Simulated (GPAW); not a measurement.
# SnO (Pmn2_1) in GPAW: reference runs

Reference runs on SnO: the cell as given and a disturbed copy.

All numbers are computed with GPAW 26.7.0; they aren't measurements. Logs are shortened: lines on timing, memory, paths and dates and some standing lists are left out, and cuts for length are marked. The log counts tension as positive stress, the text compression.

## 1. Starting point

It takes space group Pmn2_1 (No. 31, orthorhombic). Conventional cell: a = 3.355 Å, b = 5.674 Å, c = 4.222 Å, α = 90.00°, β = 90.00°, γ = 90.00°. Sn (site symmetry m) is surrounded by 3 O at 2.15 to 2.16 Å. O (site symmetry m) has 3 Sn at 2.15 to 2.16 Å as nearest neighbours.

The cell comes from a database or a generator and needn't be the stable form of this composition.

## 2. Single point, PBEsol

File run.py:

```python
from ase import Atoms
from ase.dft.bandgap import bandgap
from ase.io import write
from ase.units import GPa
from gpaw import GPAW, PW, setup_paths

setup_paths.insert(0, '.')

atoms = Atoms(['Sn', 'Sn', 'O', 'O'],
              cell=[[3.355005, 0.0, 0.0],
                    [0.0, 5.674104, 0.0],
                    [0.0, 0.0, 4.22197]],
              scaled_positions=[[0.5, 0.768091, 0.013144],
                                [0.0, 0.231909, 0.513144],
                                [0.5, 0.10875, 0.236857],
                                [0.0, 0.89125, 0.736857]],
              pbc=True)

calc = GPAW(mode=PW(800),
            xc='PBEsol',
            kpts={'size': (8, 5, 6), 'gamma': True},
            occupations={'name': 'fermi-dirac', 'width': 0.05},
            nbands=33,
            convergence={'density': 1e-05, 'energy': 1e-05},
            maxiter=150,
            txt='gpaw.txt')
atoms.calc = calc
energy = atoms.get_potential_energy()
forces = atoms.get_forces()
stress = atoms.get_stress()
calc.write('gs.gpw')
write('result.traj', atoms)
print(f'Energy: {energy:.6f} eV')
print('Forces (eV/A):')
print(forces.round(4))
print('Stress (GPa):', (stress / GPa).round(3))
print('Fermi level:', round(calc.get_fermi_level(), 4), 'eV')
print(f'Gap: {bandgap(calc)[0]:.4f} eV, direct: {bandgap(calc, direct=True)[0]:.4f} eV')
```

Potentials or basis: PAW data sets generated in the run's folder for this functional, pw.

On the command line:

```bash
$ gpaw-setup -f PBEsol O Sn
$ OMP_NUM_THREADS=1 python run.py
```

gpaw.txt:

```text
__  _  _
 | _ |_)|_||  |
 |__||  | ||/\| - 26.7.0

Input parameters:
  mode=PW(ecut=800.0),
  convergence={'density': 1e-05, 'energy': 1e-05},
  kpts=MonkhorstPack(size=(8, 5, 6), gamma=True),
  maxiter=150,
  nbands=33,
  occupations=Occupations(name='fermi-dirac', width=0.05),
  xc=XC(name='PBEsol')

Diagonalizing LCAO Hamiltonian
Converting LCAO to pw mode
    .-------.
   /|       |
  / O       |
 *  |       |
 |  |       |
 |Sn.-------.
 | / O Sn  /
 |/       /
 *-------*

Atoms  # Å, Bohr magnetons
|   | symbol |        x |        y |        z |    initial magnetic moments |
|---|--------|----------|----------|----------|-----------------------------|
| 0 |     Sn | 1.677502 | 4.358228 | 0.055494 | ( 0.0000,  0.0000,  0.0000) |
| 1 |     Sn | 0.000000 | 1.315876 | 2.166479 | ( 0.0000,  0.0000,  0.0000) |
| 2 |      O | 1.677502 | 0.617059 | 1.000003 | ( 0.0000,  0.0000,  0.0000) |
| 3 |      O | 0.000000 | 5.057045 | 3.110988 | ( 0.0000,  0.0000,  0.0000) |

Unit cell  # Å
| periodic |        x |        y |        z |  lengths |    angles |
|----------|----------|----------|----------|----------|-----------|
|      yes | 3.355005 | 0.000000 | 0.000000 | 3.355005 | 90.000000 |
|      yes | 0.000000 | 5.674104 | 0.000000 | 5.674104 | 90.000000 |
|      yes | 0.000000 | 0.000000 | 4.221970 | 4.221970 | 90.000000 |

Number of symmetries: 2
Symmetry operations  # r_c * U_cc + t_c -> r_c
|   | kind |            matrix            |
|---|------|------------------------------|
| 0 |  E   |  1, 0, 0,  0, 1, 0,  0, 0, 1 |
| 1 |  σ   | -1, 0, 0,  0, 1, 0,  0, 0, 1 |

BZ-sampling:
  Number of BZ points: 240
  Number of IBZ points: 80

  Monkhorst-Pack size: [8, 5, 6]
  Monkhorst-Pack shift: [0.0625, 0.0, 0.08333333333333333]

K-points  # in reciprocal-cell coordinates
|     |                                coordinates |     weight |
|-----|--------------------------------------------|------------|
|   0 | (  0.00000000,   0.00000000,   0.00000000) | 0.00416667 |
|   1 | (  0.00000000,   0.00000000,   0.16666667) | 0.00833333 |
|   2 | (  0.00000000,   0.00000000,   0.33333333) | 0.00833333 |
|   3 | (  0.00000000,   0.00000000,   0.50000000) | 0.00416667 |
|   4 | (  0.00000000,   0.20000000,  -0.33333333) | 0.00833333 |
|   5 | (  0.00000000,   0.20000000,  -0.16666667) | 0.00833333 |
|   6 | (  0.00000000,   0.20000000,   0.00000000) | 0.00833333 |
|   7 | (  0.00000000,   0.20000000,   0.16666667) | 0.00833333 |
|   8 | (  0.00000000,   0.20000000,   0.33333333) | 0.00833333 |
|   9 | (  0.00000000,   0.20000000,   0.50000000) | 0.00833333 |
| ... |                                            |            |
|  79 | (  0.50000000,   0.40000000,   0.50000000) | 0.00833333 |

Plane wave coefficients: 4150
Cutoff: 800.0 eV

Spin-components: 1 (collinear spins)
Bands:           33
Projectors:      22
Spin-degeneracy: 2
Datatype:        complex128

Parallelization:
  kpt:    1
  domain: 1
  band:   1

Density:
  Valence electrons: 40.0
  Components: 1
  Grid points: [24 40 28]
  Charge: 0.0  # |e|

Potential:
  Grid points: [24 40 28]

species:
  Sn:
    name:    Tin
    Z:       50.0
    valence: 14
    core:    36
    charge:  0.0  # [|e|]
    compensation charges:
      type: gauss
      rc: 0.38  # [Å]
      lmax: 2
    cutoffs:
      filter: 2.23  # [Å]
      core: 2.35  # [Å]
    projectors
    | kind |    occ | energy [eV] | rcut [Å] |
    |------|--------|-------------|----------|
    |   5s |  2.000 |     -10.584 |    1.201 |
    |   5p |  2.000 |      -3.711 |    1.270 |
    |   4d | 10.000 |     -25.798 |    1.185 |
    |    s |        |      16.628 |    1.201 |
    |    p |        |      23.501 |    1.270 |
    |    d |        |       1.413 |    1.185 |

    Using partial waves for Sn as LCAO basis

  O:
    name:    Oxygen
    Z:       8.0
    valence: 6
    core:    2
    charge:  0.0  # [|e|]
    compensation charges:
      type: gauss
      rc: 0.21  # [Å]
      lmax: 2
    cutoffs:
      filter: 1.17  # [Å]
      core: 0.83  # [Å]
    projectors
    | kind |    occ | energy [eV] | rcut [Å] |
    |------|--------|-------------|----------|
    |   2s |  2.000 |     -23.808 |    0.688 |
    |   2p |  4.000 |      -8.972 |    0.598 |
    |    s |        |       3.404 |    0.688 |
    |    p |        |      18.239 |    0.598 |
    |    d |        |       0.000 |    0.619 |

    Using partial waves for O as LCAO basis

Reference energy: -339939.740564  # eV

eigensolver:
  PPCG
  Converge bands: occupied
  niter=2

density mixing:
  MSR1-Mixer
  Pratt-step length: 0.05
  Maximum mixing coefficient: 0.75
  Old densities: 10
  SVD Regularization: 0.005
  Good broyden scale: 1.0
  Trust region scale: 1.0
  Backstep threshold: 4.0
  History deletion threshold: 6.0
  Fourier metric: weight=20.0, sigma=0.015

occupation numbers:
  Fermi-Dirac:
    width: 0.0500  # eV

poisson solver:
  ecut: 6400.0  # eV

xc functional:
  name: PBEsol with 2 nearest neighbor stencil

convergence criteria:
- Maximum integral of absolute [dens]ity change: 1e-05 electrons / valence electron
- Maximum [total energy] change in last 3 cyles: 1e-05 eV / valence electron
- Maximum integral of absolute [eigenst]ate change: 4e-08 eV^2 / valence electron
maximum number of iterations: 150

SCF iterations
|iter     | |      energy | eigst |  dens |
|---------|-|-------------|-------|-------|
|iter:   1| |  -28.028217 | +0.09 |       |
|iter:   2| |  -26.961866 | -1.45 | -1.01 |
|iter:   3| |  -24.751571 | -1.01 | -1.07 |
|iter:   4| |  -24.712545 | -2.87 | -1.55 |
|iter:   5| |  -24.700508 | -3.07 | -1.78 |
|iter:   6| |  -24.700723 | -4.22 | -2.53 |
|iter:   7| |  -24.700821c| -5.19 | -3.11 |
|iter:   8| |  -24.700780c| -5.49 | -3.46 |
|iter:   9| |  -24.700779c| -7.01 | -3.97 |
|iter:  10| |  -24.700779c| -7.67c| -4.51 |
|iter:  11| |  -24.700779c| -8.38c| -5.12c|

Converged in 11 steps
Energy contributions relative to reference atoms: (reference = -339939.740564)

Energy contributions:
  Kinetic:          27.303219
  Coulomb:         -28.490817
  Zero:              0.213937
  External:          0.000000
  Xc:              -23.727117
  Entropy:          -0.000000
  Spinorbit:         0.000000
  ----------------------------
  Free energy:     -24.700779
  Extrapolated:    -24.700779

dipole moment: (-20.750032, 0.000008, -13.371489)  # |e|*Ang

Fermi level: 5.101
Eigenvalues  # (at kpt = [0.000, 0.000, 0.000])
| band index |      eig [eV] | occ [0-2] |
|------------|---------------|-----------|
|          0 |       -16.740 |     2.000 |
|        ... |               |           |
|         12 |        -3.127 |     2.000 |
|         13 |        -1.385 |     2.000 |
|         14 |         0.152 |     2.000 |
|         15 |         0.559 |     2.000 |
|         16 |         0.888 |     2.000 |
|         17 |         1.748 |     2.000 |
|         18 |         2.338 |     2.000 |
|         19 |         4.397 |     2.000 |
|         20 |         6.999 |     0.000 |
|         21 |         7.501 |     0.000 |
|         22 |        10.207 |     0.000 |
|         23 |        10.248 |     0.000 |
|         24 |        12.388 |     0.000 |
|         25 |        12.396 |     0.000 |
|         26 |        13.049 |     0.000 |
|         27 |        13.637 |     0.000 |
|        ... |               |           |
|         32 |        19.370 |     0.000 |

Gap: 1.422 eV
Transition (v -> c):
  (s=0, k=0, n=19, [0.00, 0.00, 0.00]) -> (s=0, k=60, n=20, [0.38, 0.40, 0.00])
Direct/indirect transitions are different
Direct gap: 2.004 eV
Transition at: (s=0, k=60, n=19, [0.38, 0.40, 0.00])

Forces  # eV/Ang
|       x |        y |        z |
|---------|----------|----------|
| 0.00000 |  0.46923 | -0.14926 |  # Sn   0
| 0.00000 | -0.46924 | -0.14924 |  # Sn   1
| 0.00000 | -0.14615 |  0.14903 |  # O    2
| 0.00000 |  0.14614 |  0.14904 |  # O    3

Stress tensor  # eV/Ang^3
|        x |        y |        z |
|----------|----------|----------|
| 0.027818 | 0.000000 | 0.000000 |
| 0.000000 | 0.020664 | 0.000000 |
| 0.000000 | 0.000000 | 0.019303 |

# Writing to gs.gpw (mode='')
```

Wall time 1.9 min (1 thread of Intel Xeon 6975P-C (Granite Rapids), shared host); peak memory 0.42 GiB.

Results:

```yaml
Free_energy: -24.7008 eV
Pressure: -3.6 GPa
Largest_force: 0.492 eV/Å
Band_gap_on_the_k_mesh: 1.42 eV, indirect (least direct gap 2.00 eV)
```

Forces on the atoms (eV/Å):
```
Sn   0.000  0.469 -0.149
Sn   0.000 -0.469 -0.149
O    0.000 -0.146  0.149
O    0.000  0.146  0.149
```

Levels at points of the mesh, in eV from the valence-band top:
| k point | band 18 | band 19 | band 20 | band 21 | band 22 | band 23 |
| --- | --- | --- | --- | --- | --- | --- |
| (0.00, 0.00, 0.00) | -2.65 | -2.06 | 0.00 | 2.60 | 3.10 | 5.81 |
| (0.00, 0.00, 0.50) | -3.21 | -1.67 | -1.67 | 2.61 | 2.61 | 5.16 |
| (0.50, 0.00, 0.00) | -2.59 | -1.25 | -1.25 | 2.53 | 2.53 | 5.48 |
| (0.50, 0.00, 0.50) | -3.16 | -1.07 | -1.07 | 2.06 | 2.06 | 4.55 |

Caveat: spin-orbit coupling is left out, which moves the levels of the heavy elements; an odd mesh through Γ misses points on the zone boundary, where band edges often lie.

## 3. Single point, PBEsol (atoms moved at random, drawn with an rms of 0.05 Å)

run.py: that of step 2 with these lines changed.

```diff
@@ -12,6 +12,6 @@
                     [0.0, 0.0, 4.22197]],
-              scaled_positions=[[0.5, 0.768091, 0.013144],
-                                [0.0, 0.231909, 0.513144],
-                                [0.5, 0.10875, 0.236857],
-                                [0.0, 0.89125, 0.736857]],
+              scaled_positions=[[0.515974, 0.766946, 0.004323],
+                                [-0.005107, 0.230712, 0.517361],
+                                [0.505384, 0.108861, 0.248495],
+                                [-0.008537, 0.88834, 0.744617]],
               pbc=True)
```

Potentials or basis: PAW data sets generated in the run's folder for this functional, pw.

On the command line:

```bash
$ gpaw-setup -f PBEsol O Sn
$ OMP_NUM_THREADS=1 python run.py
```

gpaw.txt:

```text
__  _  _
 | _ |_)|_||  |
 |__||  | ||/\| - 26.7.0

Input parameters:
  mode=PW(ecut=800.0),
  convergence={'density': 1e-05, 'energy': 1e-05},
  kpts=MonkhorstPack(size=(8, 5, 6), gamma=True),
  maxiter=150,
  nbands=33,
  occupations=Occupations(name='fermi-dirac', width=0.05),
  xc=XC(name='PBEsol')

Diagonalizing LCAO Hamiltonian
Converting LCAO to pw mode
    .-------.
   /|       |
  / |       O
 *  |       |
 |  |       |
 |  .-----Sn.
 | / O Sn  /
 |/       /
 *-------*

Atoms  # Å, Bohr magnetons
|   | symbol |         x |        y |        z |    initial magnetic moments |
|---|--------|-----------|----------|----------|-----------------------------|
| 0 |     Sn |  1.731095 | 4.351731 | 0.018252 | ( 0.0000,  0.0000,  0.0000) |
| 1 |     Sn | -0.017134 | 1.309084 | 2.184283 | ( 0.0000,  0.0000,  0.0000) |
| 2 |      O |  1.695566 | 0.617689 | 1.049138 | ( 0.0000,  0.0000,  0.0000) |
| 3 |      O | -0.028642 | 5.040534 | 3.143751 | ( 0.0000,  0.0000,  0.0000) |

Unit cell  # Å
| periodic |        x |        y |        z |  lengths |    angles |
|----------|----------|----------|----------|----------|-----------|
|      yes | 3.355005 | 0.000000 | 0.000000 | 3.355005 | 90.000000 |
|      yes | 0.000000 | 5.674104 | 0.000000 | 5.674104 | 90.000000 |
|      yes | 0.000000 | 0.000000 | 4.221970 | 4.221970 | 90.000000 |

Number of symmetries: 1
Symmetry operations  # r_c * U_cc + t_c -> r_c
|   | kind |            matrix            |
|---|------|------------------------------|
| 0 |  E   |  1, 0, 0,  0, 1, 0,  0, 0, 1 |

BZ-sampling:
  Number of BZ points: 240
  Number of IBZ points: 122

  Monkhorst-Pack size: [8, 5, 6]
  Monkhorst-Pack shift: [0.0625, 0.0, 0.08333333333333333]

K-points  # in reciprocal-cell coordinates
|     |                                coordinates |     weight |
|-----|--------------------------------------------|------------|
|   0 | (  0.00000000,   0.00000000,   0.00000000) | 0.00416667 |
|   1 | (  0.00000000,   0.00000000,   0.16666667) | 0.00833333 |
|   2 | (  0.00000000,   0.00000000,   0.33333333) | 0.00833333 |
|   3 | (  0.00000000,   0.00000000,   0.50000000) | 0.00416667 |
|   4 | (  0.00000000,   0.20000000,  -0.33333333) | 0.00833333 |
|   5 | (  0.00000000,   0.20000000,  -0.16666667) | 0.00833333 |
|   6 | (  0.00000000,   0.20000000,   0.00000000) | 0.00833333 |
|   7 | (  0.00000000,   0.20000000,   0.16666667) | 0.00833333 |
|   8 | (  0.00000000,   0.20000000,   0.33333333) | 0.00833333 |
|   9 | (  0.00000000,   0.20000000,   0.50000000) | 0.00833333 |
| ... |                                            |            |
| 121 | (  0.50000000,   0.40000000,   0.50000000) | 0.00833333 |

Plane wave coefficients: 4150
Cutoff: 800.0 eV

Spin-components: 1 (collinear spins)
Bands:           33
Projectors:      22
Spin-degeneracy: 2
Datatype:        complex128

Parallelization:
  kpt:    1
  domain: 1
  band:   1

Density:
  Valence electrons: 40.0
  Components: 1
  Grid points: [24 40 28]
  Charge: 0.0  # |e|

Potential:
  Grid points: [24 40 28]

species:
  Sn:
    name:    Tin
    Z:       50.0
    valence: 14
    core:    36
    charge:  0.0  # [|e|]
    compensation charges:
      type: gauss
      rc: 0.38  # [Å]
      lmax: 2
    cutoffs:
      filter: 2.23  # [Å]
      core: 2.35  # [Å]
    projectors
    | kind |    occ | energy [eV] | rcut [Å] |
    |------|--------|-------------|----------|
    |   5s |  2.000 |     -10.584 |    1.201 |
    |   5p |  2.000 |      -3.711 |    1.270 |
    |   4d | 10.000 |     -25.798 |    1.185 |
    |    s |        |      16.628 |    1.201 |
    |    p |        |      23.501 |    1.270 |
    |    d |        |       1.413 |    1.185 |

    Using partial waves for Sn as LCAO basis

  O:
    name:    Oxygen
    Z:       8.0
    valence: 6
    core:    2
    charge:  0.0  # [|e|]
    compensation charges:
      type: gauss
      rc: 0.21  # [Å]
      lmax: 2
    cutoffs:
      filter: 1.17  # [Å]
      core: 0.83  # [Å]
    projectors
    | kind |    occ | energy [eV] | rcut [Å] |
    |------|--------|-------------|----------|
    |   2s |  2.000 |     -23.808 |    0.688 |
    |   2p |  4.000 |      -8.972 |    0.598 |
    |    s |        |       3.404 |    0.688 |
    |    p |        |      18.239 |    0.598 |
    |    d |        |       0.000 |    0.619 |

    Using partial waves for O as LCAO basis

Reference energy: -339939.740564  # eV

eigensolver:
  PPCG
  Converge bands: occupied
  niter=2

density mixing:
  MSR1-Mixer
  Pratt-step length: 0.05
  Maximum mixing coefficient: 0.75
  Old densities: 10
  SVD Regularization: 0.005
  Good broyden scale: 1.0
  Trust region scale: 1.0
  Backstep threshold: 4.0
  History deletion threshold: 6.0
  Fourier metric: weight=20.0, sigma=0.015

occupation numbers:
  Fermi-Dirac:
    width: 0.0500  # eV

poisson solver:
  ecut: 6400.0  # eV

xc functional:
  name: PBEsol with 2 nearest neighbor stencil

convergence criteria:
- Maximum integral of absolute [dens]ity change: 1e-05 electrons / valence electron
- Maximum [total energy] change in last 3 cyles: 1e-05 eV / valence electron
- Maximum integral of absolute [eigenst]ate change: 4e-08 eV^2 / valence electron
maximum number of iterations: 150

SCF iterations
|iter     | |      energy | eigst |  dens |
|---------|-|-------------|-------|-------|
|iter:   1| |  -27.995335 | +0.09 |       |
|iter:   2| |  -26.935504 | -1.44 | -1.01 |
|iter:   3| |  -24.713130 | -1.01 | -1.07 |
|iter:   4| |  -24.674181 | -2.85 | -1.55 |
|iter:   5| |  -24.662644 | -3.07 | -1.78 |
|iter:   6| |  -24.662908 | -4.18 | -2.52 |
|iter:   7| |  -24.662923c| -4.94 | -3.07 |
|iter:   8| |  -24.662913c| -5.63 | -3.31 |
|iter:   9| |  -24.662912c| -6.95 | -3.99 |
|iter:  10| |  -24.662912c| -7.77c| -4.57 |
|iter:  11| |  -24.662912c| -8.38c| -5.18c|

Converged in 11 steps
Energy contributions relative to reference atoms: (reference = -339939.740564)

Energy contributions:
  Kinetic:          29.611552
  Coulomb:         -30.353197
  Zero:              0.198558
  External:          0.000000
  Xc:              -24.119826
  Entropy:          -0.000000
  Spinorbit:         0.000000
  ----------------------------
  Free energy:     -24.662912
  Extrapolated:    -24.662912

dipole moment: (20.122478, -0.194959, -13.808687)  # |e|*Ang

Fermi level: 5.181
Eigenvalues  # (at kpt = [0.000, 0.000, 0.000])
| band index |      eig [eV] | occ [0-2] |
|------------|---------------|-----------|
|          0 |       -16.769 |     2.000 |
|        ... |               |           |
|         12 |        -3.058 |     2.000 |
|         13 |        -1.361 |     2.000 |
|         14 |         0.150 |     2.000 |
|         15 |         0.435 |     2.000 |
|         16 |         0.888 |     2.000 |
|         17 |         1.597 |     2.000 |
[... 8 lines left out ...]
|         26 |        13.022 |     0.000 |
|         27 |        13.646 |     0.000 |
|        ... |               |           |
|         32 |        19.356 |     0.000 |

Gap: 1.443 eV
Transition (v -> c):
  (s=0, k=0, n=19, [0.00, 0.00, 0.00]) -> (s=0, k=78, n=20, [0.38, -0.40, 0.00])
Direct/indirect transitions are different
Direct gap: 2.036 eV
Transition at: (s=0, k=78, n=19, [0.38, -0.40, 0.00])

Forces  # eV/Ang
|        x |        y |        z |
|----------|----------|----------|
| -0.55855 |  0.21042 |  0.48409 |  # Sn   0
|  0.18597 | -0.32729 | -0.05581 |  # Sn   1
| -0.21480 | -0.39744 | -0.13148 |  # O    2
|  0.58733 |  0.51428 | -0.29670 |  # O    3

Stress tensor  # eV/Ang^3
|         x |         y |        z |
|-----------|-----------|----------|
|  0.016026 | -0.005757 | 0.004040 |
| -0.005757 |  0.018878 | 0.006861 |
|  0.004040 |  0.006861 | 0.010843 |

# Writing to gs.gpw (mode='')
```

Run time: 2.8 min. Hardware: 1 thread of Intel Xeon 6975P-C (Granite Rapids), shared host; peak memory 0.55 GiB.

Results:

```yaml
Free_energy: -24.6629 eV
Pressure: -2.4 GPa
Largest_force: 0.835 eV/Å
Band_gap_on_the_k_mesh: 1.44 eV, indirect (least direct gap 2.04 eV)
```

Forces on the atoms (eV/Å):
```
Sn  -0.559  0.210  0.484
Sn   0.186 -0.327 -0.056
O   -0.215 -0.397 -0.131
O    0.587  0.514 -0.297
```

Caveat: spin-orbit coupling is left out, which moves the levels of the heavy elements; an odd mesh through Γ misses points on the zone boundary, where band edges often lie.
